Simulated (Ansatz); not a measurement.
# Al: the cost of one run

All numbers below are computed with Ansatz 0.2.0 (DFT PBE+D3(BJ), plane waves, PAW, scalar-relativistic, no spin polarisation).

1 further run of the same task is left out (it didn't finish).

## (1) The starting structure

The cell holds 17 atoms (Al17): a = 5.728 Å, b = 5.728 Å, c = 18.015 Å, α = 90.00°, β = 90.00°, γ = 60.00°.

The coordinates stand in the first input below.

## (2) Relaxing end A

File input.yaml:

```yaml
crystal:
  lattice:
    - [5.727565, 0.0, 0.0]
    - [2.863782, 4.960217, 0.0]
    - [0.0, 0.0, 18.014806]
  atoms:
    - { symbol: Al, position: [0.0, 0.0, 0.0555099] }
    - { symbol: Al, position: [0.5, 0.0, 0.0555099] }
    - { symbol: Al, position: [0.0, 0.5, 0.0555099] }
    - { symbol: Al, position: [0.5, 0.5, 0.0555099] }
    - { symbol: Al, position: [0.1666667, 0.1666667, 0.1853069] }
    - { symbol: Al, position: [0.6666667, 0.1666667, 0.1853069] }
    - { symbol: Al, position: [0.1666667, 0.6666667, 0.1853069] }
    - { symbol: Al, position: [0.6666667, 0.6666667, 0.1853069] }
    - { symbol: Al, position: [-0.1666667, 0.3333333, 0.315104] }
    - { symbol: Al, position: [0.3333333, 0.3333333, 0.315104] }
    - { symbol: Al, position: [-0.1666667, 0.8333333, 0.315104] }
    - { symbol: Al, position: [0.3333333, 0.8333333, 0.315104] }
    - { symbol: Al, position: [0.0, 0.0, 0.444901] }
    - { symbol: Al, position: [0.5, 0.0, 0.444901] }
    - { symbol: Al, position: [0.0, 0.5, 0.444901] }
    - { symbol: Al, position: [0.5, 0.5, 0.444901] }
    - { symbol: Al, position: [0.1546571, 0.6842393, 0.5509249] }
basis:
  ecutwfc: 420.0
kpoints:
  mp_grid: { grid: [3, 3, 1] }
hamiltonian:
  xc: pbe
  dispersion: d3bj
  pseudopotentials: { kind: paw, azcp: { folder: soft_1 } }
scf:
  occupations: { method: gaussian, width: 0.1 }
  lower_state_search: "off"
relax:
  f_tol: 0.03
  max_steps: 60
  adjacent_minimum: "off"
  constraints: [{ sites: [0, 1, 2, 3] }]
```

Run with:

```sh
> ansatz run input.yaml --threads 1 --pin off --max-ram 3072MiB --backend cpu --events-out ev --progress --plain --runs-dir out
```

Q: Estimate wall time and peak memory on 1 thread of Arm Neoverse N1, shared host.

About 59 s, with a peak of 0.52 GiB.
